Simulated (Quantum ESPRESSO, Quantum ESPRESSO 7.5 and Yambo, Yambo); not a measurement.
# NaF (Villiaumite): G0W0 with Yambo, start to end

How does a plane-wave GW calculation on NaF (Villiaumite) run from the first input to the gap?

Calculated with Quantum ESPRESSO 7.5 and Yambo 5.3.0; PBE and many-body steps on it, plane waves.

The database entry behind the starting cell differs from later determinations by our own check (0.1 to 0.3 % short, probably kX units), so it need not match the best structure at ambient conditions.

## (1) Set-up

Symmetry: Fm-3m, No. 225, cubic system. The conventional cell has a = 4.620 Å, b = 4.620 Å, c = 4.620 Å, α = 90.00°, β = 90.00°, γ = 90.00°. Nearest to Na lie 6 F at 2.31 Å. Nearest to F lie 6 Na at 2.31 Å. Farther neighbours and most contacts between anions are not listed.

Structure file:

```cif
data_structure
_symmetry_space_group_name_H-M 'Fm-3m'
_symmetry_Int_Tables_number 225
_cell_length_a 4.6200
_cell_length_b 4.6200
_cell_length_c 4.6200
_cell_angle_alpha 90.000
_cell_angle_beta 90.000
_cell_angle_gamma 90.000
_cell_volume 98.61
loop_
_atom_site_label
_atom_site_type_symbol
_atom_site_symmetry_multiplicity
_atom_site_Wyckoff_symbol
_atom_site_fract_x
_atom_site_fract_y
_atom_site_fract_z
_atom_site_occupancy
Na1 Na 4 a 0.00000 0.00000 0.00000 1
F1 F 4 b 0.50000 0.00000 0.00000 1
```

The cell and positions come from the Crystallography Open Database and are kept as given unless a step says otherwise.

## (2) Ground state

This step: Quantum ESPRESSO 7.5; DFT, PBE, plane waves, norm-conserving pseudopotentials.

The ground-state density comes first.

pw.in

```
&control
  calculation = 'scf'
  prefix = 'x'
  outdir = 'o'
  pseudo_dir = 'pseudo'
/
&system
  ibrav = 0
  nat = 2
  ntyp = 2
  ecutwfc = 76.0
  nbnd = 13
  force_symmorphic = .true.
/
&electrons
  conv_thr = 1e-10
  electron_maxstep = 80
  mixing_beta = 0.5
/
ATOMIC_SPECIES
  Na 22.99 Na.upf
  F 18.998 F.upf
CELL_PARAMETERS angstrom
  -0.0000000000 2.3100000000 2.3100000000
  2.3100000000 0.0000000000 2.3100000000
  2.3100000000 2.3100000000 0.0000000000
ATOMIC_POSITIONS crystal
  Na 0.0000000000 0.0000000000 0.0000000000
  F 0.5000000000 0.5000000000 0.5000000000
K_POINTS automatic
  8 8 8 0 0 0
```

Run with:

```
> OMP_NUM_THREADS=1 mpirun -n 4 pw.x -nk 4 -in pw.in > pw.out
```

The program printed:

```text
Program PWSCF v.7.5 starts

     This program is part of the open-source Quantum ESPRESSO suite
     for quantum simulation of materials; please cite
         "P. Giannozzi et al., J. Phys.:Condens. Matter 21 395502 (2009);
         "P. Giannozzi et al., J. Phys.:Condens. Matter 29 465901 (2017);
         "P. Giannozzi et al., J. Chem. Phys. 152 154105 (2020);
     in publications or presentations arising from this work. More details at
     Message from routine setup:
     using ibrav=0 with symmetry is DISCOURAGED, use correct ibrav instead

     G-vector sticks info

     bravais-lattice index     =            0
     lattice parameter (alat)  =       6.1734  a.u.
     unit-cell volume          =     166.3652 (a.u.)^3
     number of atoms/cell      =            2
     number of atomic types    =            2
     number of electrons       =        16.00
     number of Kohn-Sham states=           13
     kinetic-energy cutoff     =      76.0000  Ry
     charge density cutoff     =     304.0000  Ry
     scf convergence threshold =      1.0E-10
     mixing beta               =       0.5000
     number of iterations used =            8  plain     mixing
     Exchange-correlation= PBE
                           (   1   4   3   4   0   0   0)

     celldm(1)=   6.173420  celldm(2)=   0.000000  celldm(3)=   0.000000
     celldm(4)=   0.000000  celldm(5)=   0.000000  celldm(6)=   0.000000

     crystal axes: (cart. coord. in units of alat)
               a(1) = (  -0.000000   0.707107   0.707107 )
               a(2) = (   0.707107   0.000000   0.707107 )
               a(3) = (   0.707107   0.707107   0.000000 )

     reciprocal axes: (cart. coord. in units 2 pi/alat)
               b(1) = ( -0.707107  0.707107  0.707107 )
               b(2) = (  0.707107 -0.707107  0.707107 )
               b(3) = (  0.707107  0.707107 -0.707107 )
     Pseudo is Norm-conserving, Zval =  9.0
     Generated using ONCVPSP code by D. R. Hamann
     Using radial grid of 1992 points,  4 beta functions with:
     Pseudo is Norm-conserving + core correction, Zval =  7.0
     Generated using ONCVPSP code by D. R. Hamann
     Using radial grid of  832 points,  5 beta functions with:
     Na                9.00    22.99000     Na( 1.00)
     F                 7.00    18.99800     F ( 1.00)

     48 Sym. Ops., with inversion, found

   Cartesian axes

     site n.     atom                  positions (alat units)
         1        Na     tau(   1) = (   0.0000000   0.0000000   0.0000000  )
         2        F      tau(   2) = (   0.7071068   0.7071068   0.7071068  )

     number of k points=    29
                       cart. coord. in units 2pi/alat
        k(    1) = (   0.0000000   0.0000000   0.0000000), wk =   0.0039062
        k(    2) = (   0.0883883   0.0883883  -0.0883883), wk =   0.0312500
        k(    3) = (   0.1767767   0.1767767  -0.1767767), wk =   0.0312500
        k(    4) = (   0.2651650   0.2651650  -0.2651650), wk =   0.0312500
        k(    5) = (  -0.3535534  -0.3535534   0.3535534), wk =   0.0156250
        k(    6) = (   0.1767767   0.0000000   0.0000000), wk =   0.0234375
        k(    7) = (   0.2651650   0.0883883  -0.0883883), wk =   0.0937500
        k(    8) = (   0.3535534   0.1767767  -0.1767767), wk =   0.0937500
        k(    9) = (  -0.2651650  -0.4419417   0.4419417), wk =   0.0937500
        k(   10) = (  -0.1767767  -0.3535534   0.3535534), wk =   0.0937500
     [... 17 further rows ...]
        k(   28) = (  -0.7071068   0.1767767  -0.0000000), wk =   0.0468750
        k(   29) = (  -0.7071068   0.3535534   0.0000000), wk =   0.0234375

     Dense  grid:    14841 G-vectors     FFT dimensions: (  36,  36,  36)

     Initial potential from superposition of free atoms

     starting charge      15.9937, renormalised to      16.0000
     Starting wfcs are    9 randomized atomic wfcs +    4 random wfcs

     per-process dynamical memory:    16.7 Mb

     Self-consistent Calculation

     iteration #  1     ecut=    76.00 Ry     beta= 0.50

     total energy              =    -140.90506870 Ry
     estimated scf accuracy    <       0.20541905 Ry

     iteration #  2     ecut=    76.00 Ry     beta= 0.50

     total energy              =    -140.96074677 Ry
     estimated scf accuracy    <       0.03093438 Ry

     iteration #  3     ecut=    76.00 Ry     beta= 0.50

     total energy              =    -140.96573482 Ry
     estimated scf accuracy    <       0.00248183 Ry

     iteration #  4     ecut=    76.00 Ry     beta= 0.50

     total energy              =    -140.96592800 Ry
     estimated scf accuracy    <       0.00003913 Ry

     iteration #  5     ecut=    76.00 Ry     beta= 0.50

     total energy              =    -140.96593756 Ry
     estimated scf accuracy    <       0.00000303 Ry

     iteration #  6     ecut=    76.00 Ry     beta= 0.50

     total energy              =    -140.96593817 Ry
     estimated scf accuracy    <       0.00000085 Ry

     iteration #  7     ecut=    76.00 Ry     beta= 0.50

     total energy              =    -140.96593823 Ry
     estimated scf accuracy    <       0.00000002 Ry

     iteration #  8     ecut=    76.00 Ry     beta= 0.50

     total energy              =    -140.96593824 Ry
     estimated scf accuracy    <          9.4E-10 Ry

     iteration #  9     ecut=    76.00 Ry     beta= 0.50

     End of self-consistent calculation

          k = 0.0000 0.0000 0.0000 (  1837 PWs)   bands (ev):

   -46.0612 -18.1124 -17.9444 -17.9444 -17.9444   0.9991   0.9991   0.9991
     7.3887  20.1552  20.1552  20.1552  22.9761

          k = 0.0884 0.0884-0.0884 (  1868 PWs)   bands (ev):

   -46.0592 -18.3435 -17.9465 -17.9465 -17.6943   0.7042   0.9609   0.9609
     7.9350  18.3913  20.3920  20.3920  24.6607

          k = 0.1768 0.1768-0.1768 (  1880 PWs)   bands (ev):

   -46.0544 -18.5826 -17.9509 -17.9509 -17.4082   0.1027   0.8702   0.8702
     9.2562  16.2769  20.9069  20.9069  23.9808

          k = 0.2652 0.2652-0.2652 (  1868 PWs)   bands (ev):

     [... further k-points ...]

     highest occupied, lowest unoccupied level (ev):     0.9991    7.3887

!    total energy              =    -140.96593824 Ry
     estimated scf accuracy    <          6.5E-12 Ry

     The total energy is the sum of the following terms:
     one-electron contribution =     -77.23621110 Ry
     hartree contribution      =      45.26614007 Ry
     xc contribution           =     -24.99890268 Ry
     ewald contribution        =     -83.99696453 Ry

     convergence has been achieved in   9 iterations

     XML data file, charge density, pseudopotentials, collected wavefunctions

=------------------------------------------------------------------------------=
   JOB DONE.
=------------------------------------------------------------------------------=
```

The job ended after 3 s (4 MPI ranks of Arm Neoverse V2, shared host; peak memory 0.2 GiB; 12 s of CPU time).

Numbers from this step:

* total energy: -1917.9393 eV
* gap: 6.390 eV
* k of the valence top: 0, 0, 0
* k of the conduction bottom: 0, 0, 0
* least direct gap: 6.390 eV

The gap is direct, at Γ.

## (3) Bands along the symmetry lines

The cheap functional maps the bands first; the places of the edges decide which points the dearer methods must see.

pw.in

```
&control
  calculation = 'bands'
  prefix = 'x'
  outdir = 'o'
  pseudo_dir = 'pseudo'
/
&system
  ibrav = 0
  nat = 2
  ntyp = 2
  ecutwfc = 76.0
  nbnd = 14
  force_symmorphic = .true.
/
&electrons
  conv_thr = 1e-9
  electron_maxstep = 80
  diago_full_acc = .true.
  diago_thr_init = 5e-6
/
ATOMIC_SPECIES
  Na 22.99 Na.upf
  F 18.998 F.upf
CELL_PARAMETERS angstrom
  -0.0000000000 2.3100000000 2.3100000000
  2.3100000000 0.0000000000 2.3100000000
  2.3100000000 2.3100000000 0.0000000000
ATOMIC_POSITIONS crystal
  Na 0.0000000000 0.0000000000 0.0000000000
  F 0.5000000000 0.5000000000 0.5000000000
K_POINTS crystal
  50
  0.00000000 0.00000000 0.00000000 1
  0.06250000 0.00000000 0.06250000 1
  0.12500000 0.00000000 0.12500000 1
  0.18750000 0.00000000 0.18750000 1
  0.25000000 0.00000000 0.25000000 1
  0.31250000 0.00000000 0.31250000 1
  0.37500000 0.00000000 0.37500000 1
  0.43750000 0.00000000 0.43750000 1
  0.50000000 0.00000000 0.50000000 1
  0.51562500 0.03125000 0.51562500 1
  0.53125000 0.06250000 0.53125000 1
  0.54687500 0.09375000 0.54687500 1
  0.56250000 0.12500000 0.56250000 1
  0.57812500 0.15625000 0.57812500 1
  0.59375000 0.18750000 0.59375000 1
  0.60937500 0.21875000 0.60937500 1
  0.62500000 0.25000000 0.62500000 1
  0.37500000 0.37500000 0.75000000 1
  0.32812500 0.32812500 0.65625000 1
  0.28125000 0.28125000 0.56250000 1
  0.23437500 0.23437500 0.46875000 1
  0.18750000 0.18750000 0.37500000 1
  0.14062500 0.14062500 0.28125000 1
  0.09375000 0.09375000 0.18750000 1
  0.04687500 0.04687500 0.09375000 1
  0.00000000 0.00000000 0.00000000 1
  0.06250000 0.06250000 0.06250000 1
  0.12500000 0.12500000 0.12500000 1
  0.18750000 0.18750000 0.18750000 1
  0.25000000 0.25000000 0.25000000 1
  0.31250000 0.31250000 0.31250000 1
  0.37500000 0.37500000 0.37500000 1
  0.43750000 0.43750000 0.43750000 1
  0.50000000 0.50000000 0.50000000 1
  0.50000000 0.46875000 0.53125000 1
  0.50000000 0.43750000 0.56250000 1
  0.50000000 0.40625000 0.59375000 1
  0.50000000 0.37500000 0.62500000 1
  0.50000000 0.34375000 0.65625000 1
  0.50000000 0.31250000 0.68750000 1
  0.50000000 0.28125000 0.71875000 1
  0.50000000 0.25000000 0.75000000 1
  0.50000000 0.21875000 0.71875000 1
  0.50000000 0.18750000 0.68750000 1
  0.50000000 0.15625000 0.65625000 1
  0.50000000 0.12500000 0.62500000 1
  0.50000000 0.09375000 0.59375000 1
  0.50000000 0.06250000 0.56250000 1
  0.50000000 0.03125000 0.53125000 1
  0.50000000 0.00000000 0.50000000 1
```

The program printed:

```text
[banner, memory and clock lines left out]
Program PWSCF v.7.5 starts

     Atomic positions and unit cell read from directory:
     o/x.save/

     Message from routine setup:
     using ibrav=0 with symmetry is DISCOURAGED, use correct ibrav instead

     G-vector sticks info

     bravais-lattice index     =            0
     lattice parameter (alat)  =       6.1734  a.u.
     unit-cell volume          =     166.3652 (a.u.)^3
     number of atoms/cell      =            2
     number of atomic types    =            2
     number of electrons       =        16.00
     number of Kohn-Sham states=           14
     kinetic-energy cutoff     =      76.0000  Ry
     charge density cutoff     =     304.0000  Ry
     Exchange-correlation= PBE
                           (   1   4   3   4   0   0   0)

     celldm(1)=   6.173420  celldm(2)=   0.000000  celldm(3)=   0.000000
     celldm(4)=   0.000000  celldm(5)=   0.000000  celldm(6)=   0.000000

     crystal axes: (cart. coord. in units of alat)
               a(1) = (  -0.000000   0.707107   0.707107 )
               a(2) = (   0.707107   0.000000   0.707107 )
               a(3) = (   0.707107   0.707107   0.000000 )

     reciprocal axes: (cart. coord. in units 2 pi/alat)
               b(1) = ( -0.707107  0.707107  0.707107 )
               b(2) = (  0.707107 -0.707107  0.707107 )
               b(3) = (  0.707107  0.707107 -0.707107 )
     Pseudo is Norm-conserving, Zval =  9.0
     Generated using ONCVPSP code by D. R. Hamann
     Using radial grid of 1992 points,  4 beta functions with:
     Pseudo is Norm-conserving + core correction, Zval =  7.0
     Generated using ONCVPSP code by D. R. Hamann
     Using radial grid of  832 points,  5 beta functions with:
     Na                9.00    22.99000     Na( 1.00)
     F                 7.00    18.99800     F ( 1.00)

     48 Sym. Ops., with inversion, found

   Cartesian axes

     site n.     atom                  positions (alat units)
         1        Na     tau(   1) = (   0.0000000   0.0000000   0.0000000  )
         2        F      tau(   2) = (   0.7071068   0.7071068   0.7071068  )

     number of k points=    50
                       cart. coord. in units 2pi/alat
        k(    1) = (   0.0000000   0.0000000   0.0000000), wk =   0.0400000
        k(    2) = (   0.0000000   0.0883883   0.0000000), wk =   0.0400000
        k(    3) = (   0.0000000   0.1767767   0.0000000), wk =   0.0400000
[...]
[... 38 further rows ...]
        k(   49) = (   0.0441942   0.7071068   0.0000000), wk =   0.0400000
        k(   50) = (   0.0000000   0.7071068   0.0000000), wk =   0.0400000

     Dense  grid:    14841 G-vectors     FFT dimensions: (  36,  36,  36)

     The potential is recalculated from file :
     o/x.save/charge-density

     Starting wfcs are    9 randomized atomic wfcs +    5 random wfcs

     Band Structure Calculation

     End of band structure calculation

          k = 0.0000 0.0000 0.0000 (  1837 PWs)   bands (ev):

   -46.0612 -18.1124 -17.9444 -17.9444 -17.9444   0.9991   0.9991   0.9991
     7.3887  20.1552  20.1552  20.1552  22.9761  25.2676

          k = 0.0000 0.0884 0.0000 (  1860 PWs)   bands (ev):

   -46.0605 -18.2240 -17.9466 -17.9466 -17.8239   0.9016   0.9819   0.9819
     7.5791  19.4193  20.1883  20.1883  23.9314  24.6712

          k = 0.0000 0.1768 0.0000 (  1864 PWs)   bands (ev):

   -46.0586 -18.3587 -17.9524 -17.9524 -17.6650   0.6566   0.9339   0.9339
     8.1068  18.2107  20.2796  20.2796  23.3798  25.6756

          k = 0.0000 0.2652-0.0000 (  1860 PWs)   bands (ev):

[...]
k =-0.0000 0.4419 0.0000 (  1868 PWs)   bands (ev):

[...]
k = 0.0000 0.5303-0.0000 (  1868 PWs)   bands (ev):

[...]
k =-0.0000 0.6187 0.0000 (  1836 PWs)   bands (ev):

[...]
k = 0.5303 0.5303-0.0000 (  1850 PWs)   bands (ev):

[...]
k = 0.1326 0.7071-0.0000 (  1850 PWs)   bands (ev):

[...]
k = 0.0884 0.7071-0.0000 (  1842 PWs)   bands (ev):

[...]
k = 0.0442 0.7071 0.0000 (  1850 PWs)   bands (ev):

   -46.0434 -18.0868 -18.0442 -17.9996 -17.8171  -0.2720   0.5831   0.5865
    14.2476  14.4215  14.7851  20.7895  20.9683  25.2786

          k = 0.0000 0.7071 0.0000 (  1868 PWs)   bands (ev):

   -46.0434 -18.0878 -17.9989 -17.9989 -17.8640  -0.2793   0.5928   0.5928
    14.2463  14.4239  14.7464  20.9053  20.9053  25.1583

     XML data file, pseudopotentials, collected wavefunctions
```

Run time: 1.8 s. Hardware: 4 MPI ranks; peak memory 0.05 GiB.

Numbers from this step:

* gap: 6.390 eV
* k of the valence top: 0, 0, 0
* k of the conduction bottom: 0, 0, 0
* least direct gap: 6.390 eV

The gap is 6.390 eV, as in the run before at this level.

Electronic bands along the path, in eV, zero at the top of the highest filled band; v1 is the highest filled band, c1 the lowest empty one:

| point | v4 | v3 | v2 | v1 | c1 | c2 | c3 | c4 |
| --- | --- | --- | --- | --- | --- | --- | --- | --- |
| Γ | -18.94 | 0.00 | 0.00 | 0.00 | 6.39 | 19.16 | 19.16 | 19.16 |
| halfway | -18.50 | -0.90 | -0.21 | -0.21 | 8.82 | 15.14 | 19.27 | 19.56 |
| X | -18.86 | -1.28 | -0.41 | -0.41 | 13.25 | 13.42 | 13.75 | 19.91 |
| halfway | -18.67 | -1.22 | -0.54 | -0.40 | 13.26 | 13.37 | 14.05 | 19.58 |
| U | -18.45 | -1.06 | -0.83 | -0.37 | 12.94 | 13.33 | 14.85 | 19.55 |
| jump to K | -18.45 | -1.06 | -0.83 | -0.37 | 12.94 | 13.33 | 14.85 | 19.55 |
| halfway | -18.35 | -1.01 | -0.32 | -0.17 | 9.03 | 14.85 | 18.39 | 21.12 |
| Γ | -18.94 | 0.00 | 0.00 | 0.00 | 6.39 | 19.16 | 19.16 | 19.16 |
| halfway | -18.41 | -0.90 | -0.13 | -0.13 | 8.26 | 15.28 | 19.91 | 19.91 |
| L | -18.13 | -1.59 | -0.25 | -0.25 | 10.88 | 12.57 | 20.25 | 20.25 |
| halfway | -18.27 | -1.31 | -0.58 | -0.34 | 11.89 | 12.82 | 17.27 | 19.13 |
| W | -18.44 | -0.87 | -0.87 | -0.57 | 13.32 | 13.32 | 15.34 | 17.03 |
| halfway | -18.58 | -1.17 | -0.55 | -0.49 | 13.27 | 13.39 | 14.33 | 18.54 |
| X | -18.86 | -1.28 | -0.41 | -0.41 | 13.25 | 13.42 | 13.75 | 19.91 |

The electronic bands as a text plot (rows in eV, shown from -8.0 to 12.4 only):

```
   12.0 |          ++      +                          ++
   11.1 |         +         ++                   +++++
   10.3 |       ++            ++                +
    9.4 |                       +            +++
    8.6 |     ++                            +
    7.7 |    +                   ++        +
    6.9 | +++                      +++  +++
    6.0 |+                            ++
    5.2 |
    4.3 |
    3.5 |
    2.6 |
    1.8 |
    0.9 |
    0.1 |**********        ****************************
   -0.8 |    ***** ******************      ****      ************
   -1.6 |         ******                       ********       ***
   -2.5 |
   -3.3 |
   -4.2 |
   -5.0 |
   -5.9 |
   -6.7 |
   -7.6 |
         Γ           X  U|K            Γ         L        W     X
```

[end of part 1 of 2]

[Paths, hosts, dates, memory and timing lines, banners, echoed tables and standing remarks are left out of the program output.]

[Logs are printed without paths, hosts, clocks, repeated set-up lines and the standing remarks that a program may print on its own settings, such as how far it seeks lower states.]

[Runs of the session that timed out or met a known fault of the program may be left out.]

[Hosts, paths, dates, database ids (printed as entryN), source tags and the programs' standing remarks are cut or masked in the printed files.]
